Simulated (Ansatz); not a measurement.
**Al3Cu2: strain energy, fitted**

Al3Cu2, P-3m1, a = 4.099 Å, c = 4.982 Å. The structure is a Materials Project entry; whether it is the stable form wasn't checked. Ansatz: PBEsol, PAW, 420 eV, Γ-centred 12×12×8 mesh on 5 atoms, Gaussian smearing 0.10 eV; no spin polarisation. Series: shear of c along a, cell held, atoms relaxed; x is the strain in per cent (engineering shear). y is the free energy over the unstrained cell, V0 = 14.496 Å³/atom. Symmetry makes y even in x.

| x (%) | y (meV/atom) |
| --- | --- |
| 0.0 | 0.00 |
| 1.0 | 0.21 |
| 2.0 | 0.86 |
| 3.0 | 1.96 |
| 4.0 | ? |
| 6.0 | 7.82 |

Task: Fit y = c2 x² + c4 x⁴ to the other rows, turn c2 into a modulus, and predict the missing energy.

Result: Least squares on the rows shown. y = 0.2171 x² + 2.523×10⁻⁶ x⁴. In eV per unit strain² c2 is 2.171; this is the shear stiffness (E = ½ C V0 γ²): 2 × 2.171 × 160.2 / (14.496) = 48 GPa. At x = 4.0 the fit asked for gives 3.47 meV/atom. The run gave 3.48 meV/atom, so the fit is 0.01 meV/atom too low, within twice the rms miss on the fitted rows (0.006 meV/atom).